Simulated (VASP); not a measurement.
# WS2 in VASP: notebook

Aim: see how the results for WS2 move with the level of theory and the settings. Levels: PBE0, LDA. Tasks: single point.

Program: VASP 6.6.1. These are calculated values, not measurements. Logs are shortened: lines on timing, memory, paths and dates and some standing lists are left out, and cuts for length are marked.

## (1) The structure

The cell holds a slab with vacuum, 3 atoms: a = 3.184 Å, b = 3.184 Å, c = 16.951 Å, α = 90.00°, β = 90.00°, γ = 120.00°.

## (2) Single point, PBE0

The input, POSCAR:

```
WS2
1.0
    3.1835163552      0.0000000000      0.0000000000
   -1.5917581776      2.7570060369      0.0000000000
    0.0000000000      0.0000000000     16.9505778900
W S
1 2
Direct
    0.0000000000      0.0000000000      0.0000000000
    0.3333333333      0.6666666667      0.0920005100
    0.3333333333      0.6666666667      0.9079994900
```

The input, INCAR.step1:

```
PREC     = Accurate       # precision mode
ENCUT    = 300            # plane-wave cutoff, eV
EDIFF    = 1E-5           # SCF threshold, eV
ISMEAR   = 0              # smearing method
SIGMA    = 0.01           # smearing width, eV
LREAL    = F              # projectors in reciprocal space
LASPH    = T              # aspherical terms in the spheres
NELM     = 100            # most SCF steps
ALGO     = Normal         # electronic algorithm
ISIF     = 2              # what is computed and relaxed
LWAVE    = T              # write WAVECAR
LCHARG   = F              # write CHGCAR
NBANDS   = 21             # bands
NKRED    = 1            
GGA      = PE             # functional
```

The input, INCAR.step2:

```
PREC     = Accurate       # precision mode
ENCUT    = 300            # plane-wave cutoff, eV
EDIFF    = 1E-6           # SCF threshold, eV
ISMEAR   = 0              # smearing method
SIGMA    = 0.01           # smearing width, eV
LREAL    = F              # projectors in reciprocal space
LASPH    = T              # aspherical terms in the spheres
NELM     = 100            # most SCF steps
ALGO     = Normal         # electronic algorithm
ISIF     = 2              # what is computed and relaxed
LWAVE    = F              # write WAVECAR
LCHARG   = F              # write CHGCAR
GGA      = PE             # functional
LHFCALC  = T              # exact exchange
AEXX     = 0.25           # exact-exchange fraction
PRECFOCK = Fast         
NBANDS   = 21             # bands
NKRED    = 1            
ISTART   = 1
```

The input, KPOINTS:

```
Automatic mesh
0
Gamma
  7 7 2
```

Potentials or basis: VASP PAW PBE potentials, release 64 (W_sv, S).

Command:

```sh
cat potpaw_PBE.64/W_sv/POTCAR potpaw_PBE.64/S/POTCAR > POTCAR
cp INCAR.step1 INCAR
mpirun -np 1 vasp_std > vasp.out
cp INCAR.step2 INCAR
mpirun -np 1 vasp_std > vasp.out
```

OUTCAR:

```text
PREC = Accurate
   ENCUT = 300
   EDIFF = 1E-6
   ISMEAR = 0
   LREAL = F
   LASPH = T
   NELM = 100
   ISIF = 2
   GGA = PE
   LHFCALC = T
   AEXX = 0.25
   PRECFOCK = Fast
   NKRED = 1
   ISTART = 1

 Found     16 irreducible k-points:

 Following reciprocal coordinates:
            Coordinates               Weight
  0.000000  0.000000  0.000000      1.000000
  0.142857  0.000000  0.000000      6.000000
  0.285714  0.000000  0.000000      6.000000
  0.428571 -0.000000  0.000000      6.000000
  0.142857  0.142857  0.000000      6.000000
  0.285714  0.142857  0.000000     12.000000
   k-points           NKPTS =     16   k-points in BZ     NKDIM =     98   number of bands    NBANDS=     21
   number of dos      NEDOS =    301   number of ions     NIONS =      3
   total plane-waves  NPLWV =  31104
   dimension x,y,z NGX =    18 NGY =   18 NGZ =   96
   dimension x,y,z NGXF=    36 NGYF=   36 NGZF=  192
   ions per type =               1   2
   NGX,Y,Z   is equivalent  to a cutoff of   9.40,  9.40,  9.42 a.u.
   NGXF,Y,Z  is equivalent  to a cutoff of  18.80, 18.80, 18.83 a.u.
 SYSTEM =  unknown system
   PREC   = accura    normal or accurate (medium, high low for compatibility)
   ISTART =      1    job   : 0-new  1-cont  2-samecut
   ICHARG =      0    charge: 1-file 2-atom 10-const
   ISPIN  =      1    spin polarized calculation?
   LNONCOLLINEAR =      F non collinear calculations
   LSORBIT =      F    spin-orbit coupling
   LASPH  =      T    aspherical Exc in radial PAW
   ENCUT  =  300.0 eV  22.05 Ry    4.70 a.u.   4.50  4.50 23.94*2*pi/ulx,y,z
   NELM   =    100;   NELMIN=  2; NELMDL=  0     # of ELM steps
   EDIFF  = 0.1E-05   stopping-criterion for ELM
   LREAL  =      F    real-space projection
   EDIFFG = 0.1E-04   stopping-criterion for IOM
   NSW    =      0    number of steps for IOM
   IBRION =     -1    ionic relax: 0-MD 1-quasi-New 2-CG
   NFREE  =      0    steps in history (QN), initial steepest desc. (CG)
   ISIF   =      2    stress and relaxation
   ISYM   =      3    0-nonsym 1-usesym 2-fastsym
   POTIM  = 0.5000    time-step for ionic-motion
   TEBEG  =    0.0;   TEEND  =   0.0 temperature during run
   PSTRESS=    0.0 pullay stress
   NELECT =      26.0000    total number of electrons
   NUPDOWN=      -1.0000    fix difference up-down
   EMIN   =  10.00;   EMAX   =-10.00  energy-range for DOS
   EFERMI =   0.00;   METHOD = LEGACY
   ISMEAR =     0;   SIGMA  =   0.01  broadening in eV -4-tet -1-fermi 0-gaus
   EFERMI_NEDOS =   21; number of points for ismear=-14 and -15
   IALGO  =     38    algorithm
   IMIX   =      1    mixing-type and parameters
     AMIX     =   0.40;   BMIX     =  1.00
     AMIX_MAG =   1.60;   BMIX_MAG =  1.00
  volume/ion in A,a.u.               =      49.59       334.66
  Fermi-wavevector in a.u.,A,eV,Ry     =   0.915285  1.729637 11.398226  0.837746
  Thomas-Fermi vector in A             =   2.040009
   LORBIT       =      0    0 simple, 1 ext, 2 COOP (PROOUT), +10 PAW based schemes
   GGA     = PE    functional components
   LHFCALC =     T    Hartree Fock is set to
   PRECFOCK=fast      Normal, Fast or Accurate (Low or Medium for compatibility)
   ENCUT4O =  -1.0   cutoff for four orbital integrals eV
   NKREDX  =     1    reduce k-point grid by
   NKREDY  =     1    reduce k-point grid by
   NKREDZ  =     1    reduce k-point grid by
   AEXX    =    0.2500 exact exchange contribution
   HFSCREEN=    0.0000 screening length (either q_TF or 0.3 A-1)
   HFSCREENC=   0.0000 screening length for correlation (either q_TF or 0.3 A-1)
   ENCUTFOCK=  -1.0 apply spherical cutoff to Coloumb kernel
   IVDW    =     0    specifies the selected vdW correction
   LEPSILON=     F    determine dielectric tensor
   LRPA    =     F    only Hartree local field effects (RPA)
 non-spin polarized calculation
 Gauss-broadening in eV      SIGMA  =   0.01
  energy-cutoff  :      300.00
  volume of cell :      148.77
 maximum number of plane-waves:      1793
 NGX is ok and might be reduce to    18
  NGX = 12; NGY = 12; NGZ = 64

 number of electron      26.0000017 magnetization

 Free energy of the ion-electron system (eV)
  ---------------------------------------------------
  ext. energy  EPLUGINS =         0.00000000
  ---------------------------------------------------
  free energy    TOTEN  =       -30.34597206 eV

  energy without entropy =      -30.34597206  energy(sigma->0) =      -30.34597206

 E-fermi :  -1.7405     XC(G=0):  -3.5011

 val. band max:       -1.9989845675   @ k =   0.0000   0.0000   0.5000
 cond. band min:       1.4047355980   @ k =   0.2857   0.2857   0.5000
 fundamental gap:      3.4037201654
 Fermi energy:        -1.7404740045

 k-point     1 :       0.0000    0.0000    0.0000
  band No.  band energies     occupation
      1     -80.0651      2.00000
      2     -42.8480      2.00000
      3     -42.6619      2.00000
      4     -42.6619      2.00000
      5     -18.4802      2.00000
      6     -16.6522      2.00000
[... 13 lines left out ...]
     20       4.9484      0.00000
     21       5.8437      0.00000

 k-point     2 :       0.1429    0.0000    0.0000
  band No.  band energies     occupation
      1     -80.0609      2.00000
      2     -42.8338      2.00000
      3     -42.7416      2.00000
      4     -42.6804      2.00000
      5     -18.1181      2.00000
      6     -16.5240      2.00000
[... 13 lines left out ...]
     20       5.9484      0.00000
     21       6.6873      0.00000

 k-point     3 :       0.2857    0.0000    0.0000
  band No.  band energies     occupation
      1     -80.0514      2.00000
      2     -42.9172      2.00000
      3     -42.8013      2.00000
      4     -42.7219      2.00000
      5     -17.2034      2.00000
      6     -16.2047      2.00000
[... 13 lines left out ...]
     20       6.8587      0.00000
     21       7.5635      0.00000

 k-point     4 :       0.4286   -0.0000    0.0000
  band No.  band energies     occupation
      1     -80.0438      2.00000
      2     -43.0551      2.00000
      3     -42.7750      2.00000
      4     -42.7550      2.00000
      5     -16.3009      2.00000
      6     -15.9072      2.00000
[... 13 lines left out ...]
     20       7.2682      0.00000
     21       8.2961      0.00000

 k-point     5 :       0.1429    0.1429    0.0000
  band No.  band energies     occupation
      1     -80.0542      2.00000
      2     -42.8578      2.00000
      3     -42.8104      2.00000
      4     -42.7217      2.00000
      5     -17.4755      2.00000
      6     -16.2965      2.00000
[... 13 lines left out ...]
     20       6.8153      0.00000
     21       8.1152      0.00000

 k-point     6 :       0.2857    0.1429    0.0000
  band No.  band energies     occupation
      1     -80.0456      2.00000
      2     -42.9914      2.00000
      3     -42.7816      2.00000
      4     -42.7810      2.00000
      5     -16.5313      2.00000
      6     -15.9663      2.00000
[... 13 lines left out ...]
     20       7.1952      0.00000
     21       8.0491      0.00000

 [... further k-points ...]

------------------------ aborting loop because EDIFF is reached ----------------------------------------

  FORCE on cell =-STRESS in cart. coord.  units (eV):
  Direction    XX          YY          ZZ          XY          YZ          ZX
  --------------------------------------------------------------------------------------
  -------------------------------------------------------------------------------------
  Total       -1.4434607     -1.4434607     -1.0622606      0.0000000      0.0000000      0.0000000
  in kB      -15.5448393    -15.5448393    -11.4396398      0.0000000      0.0000000      0.0000000
  external PRESSURE =     -14.1764395 kB  Pullay stress =       0.0000000 kB

 VOLUME and BASIS-vectors are now :
 -----------------------------------------------------------------------------
  energy-cutoff  :      300.00
  volume of cell :      148.77
      direct lattice vectors                 reciprocal lattice vectors
     3.183516355  0.000000000  0.000000000     0.314118066  0.181356150  0.000000000
    -1.591758178  2.757006037  0.000000000     0.000000000  0.362712300  0.000000000
     0.000000000  0.000000000 16.950577890     0.000000000  0.000000000  0.058995039

 POSITION                                       TOTAL-FORCE (eV/Angst)
 -----------------------------------------------------------------------------------
      0.00000      0.00000      0.00000        -0.000000      0.000000      0.000000
     -0.00000      1.83800      1.55946         0.000000      0.000000     -0.260621
     -0.00000      1.83800     15.39112         0.000000     -0.000000      0.260621
 -----------------------------------------------------------------------------------
    total drift:                               -0.000003      0.000002     -0.000002

  FREE ENERGIE OF THE ION-ELECTRON SYSTEM (eV)
  ---------------------------------------------------
  free  energy   TOTEN  =       -30.3459720616 eV

  energy  without entropy=      -30.3459720616  energy(sigma->0) =      -30.34597206
```

Run time: 15 min. Hardware: 1 thread of Intel Xeon 6975P-C (Granite Rapids), shared host; peak memory 0.2 GiB.

The run converged, but some of its settings lie outside the range that counts as converged, so its numbers aren't taken as properties of the slab.

Results:

| Quantity | Value |
| --- | --- |
| Free energy | -30.3460 eV |
| Largest force | 0.261 eV/Å |
| Band gap on the k mesh | 3.40 eV, indirect (least direct gap 3.68 eV) |

Caveat: the cutoff is under 1.25 times the usual one of these potentials, so pressure, stress and relaxed cells hold a basis-set (Pulay) error; the PAW data sets were made with another functional, which shifts forces and pressure a little; spin-orbit coupling is left out, which moves the levels of the heavy elements.

## (3) Single point, LDA

This run uses another cell than the first one, of 61.79 Å³/atom, 1.246 times its volume.

The input, INCAR:

```
PREC = Accurate
ENCUT = 650
EDIFF = 1E-7
ISMEAR = 0
SIGMA = 0.05
LREAL = F
LASPH = T
NELM = 120
ALGO = Normal
ISIF = 2
LWAVE = F
LCHARG = F
LDIPOL = T
IDIPOL = 3
DIPOL = 0.5 0.5 0.500
GGA = CA
NBANDS = 24
LVHAR = T
LVACPOTAV = T
```

The input, KPOINTS:

```
Automatic mesh
0
Gamma
  13 13 1
```

The input, POSCAR:

```
WS2
1.0
    3.1835163600      0.0000000000      0.0000000000
   -1.5917581800      2.7570060400      0.0000000000
    0.0000000000      0.0000000000     21.1189236211
S W
2 1
Direct
    0.3333333333      0.6666666667      0.4261580827
    0.3333333333      0.6666666667      0.5738419173
    0.0000000000      0.0000000000      0.5000000000
```

Potentials or basis: VASP PAW LDA potentials, release 64 (S, W_sv).

Command:

```sh
cat potpaw_LDA.64/S/POTCAR potpaw_LDA.64/W_sv/POTCAR > POTCAR
mpirun -np 1 vasp_std > vasp.out
```

Wall time 2 min (1 thread of Intel Xeon Platinum 8488C (Sapphire Rapids), shared host); peak memory 0.35 GiB.

These settings aren't checked as converged: the numbers below hold their error.

What came out:

| Quantity | Value |
| --- | --- |
| Free energy | -26.1170 eV |
| Largest force | 0.359 eV/Å |
| Band gap on the k mesh | 1.91 eV, indirect (least direct gap 2.01 eV) |
| Ionisation potential of the upper face | 5.98 eV |

Caveat: spin-orbit coupling is left out, which moves the levels of the heavy elements.

## (4) Single point, LDA

This run uses another cell than the first one, of 53.01 Å³/atom, 1.069 times its volume.

INCAR is that of step 3.

The input, KPOINTS:

```
Automatic mesh
0
Gamma
  10 10 1
```

The input, POSCAR:

```
WS2
1.0
    3.1835163600      0.0000000000      0.0000000000
   -1.5917581800      2.7570060400      0.0000000000
    0.0000000000      0.0000000000     18.1189236211
S W
2 1
Direct
    0.3333333333      0.6666666667      0.4139318735
    0.3333333333      0.6666666667      0.5860681265
    0.0000000000      0.0000000000      0.5000000000
```

Command:

```sh
cat potpaw_LDA.64/S/POTCAR potpaw_LDA.64/W_sv/POTCAR > POTCAR
mpirun -np 1 vasp_std > vasp.out
```

Wall time 72 s (1 thread of Intel Xeon Platinum 8488C (Sapphire Rapids), shared host); peak memory 0.28 GiB.

These settings aren't checked as converged: the numbers below hold their error.

Results:

```
Free energy                            : -26.1174 eV
Largest force                          : 0.359 eV/Å
Band gap on the k mesh                 : 1.99 eV, indirect (least direct gap 2.15 eV)
Ionisation potential of the upper face : 5.98 eV
```

Caveat: spin-orbit coupling is left out, which moves the levels of the heavy elements.

## (5) For comparison

An earlier run on the cell as given: functional PBEsol; potentials or basis VASP PAW PBE potentials, release 64 (W_sv, S); cutoff 520 eV; k mesh 10 × 10 × 2; occupations fermi-dirac, width 0.05 eV; no spin polarisation.

- Largest force: 0.104 eV/Å
- Band gap on the k mesh: 1.99 eV, indirect (least direct gap 2.15 eV)
